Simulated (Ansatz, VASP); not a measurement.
# Te: VASP beside Ansatz

```
CELL_PARAMETERS angstrom
5.15903 0.00000 0.00000
-2.57952 4.46785 0.00000
0.00000 0.00000 6.36710
ATOMIC_POSITIONS crystal
Te 0.00000 0.00000 0.25000
Te 0.00000 0.00000 0.75000
Te 0.33333 0.66667 0.75000
Te 0.66667 0.33333 0.25000
```

Alike in both runs: functional r2SCAN; k mesh 6 × 6 × 2; occupations gaussian, width 0.1 eV; no spin polarisation.

Ansatz relaxed the structure, and its values are those at the end. VASP's run is a single point on that final structure, the one shown.

```csv
,VASP,Ansatz
version,VASP 6.6.1,Ansatz 0.2.0
potentials or method,"VASP PAW PBE potentials, release 64 (Te)","scalar-relativistic, plane waves, PAW"
plane-wave cutoff (eV),520,500
valence electrons in the cell,24,64
```

```csv
,VASP,Ansatz,Ansatz less VASP
gap on the k mesh at the Fermi level (eV),none,none,-
pressure (GPa),0.2,0.2,+0.01
```

A gap of «none» marks a metal or a gap that the smearing closes. The two sets of potentials don't hold the same shells in valence.

Caveats: the k mesh is coarse (spacing up to 0.49 Å⁻¹), so the values aren't converged; the PAW data sets were made with another functional, which shifts forces and pressure a little (VASP). Spin-orbit coupling is left out, which matters for the levels of Te.
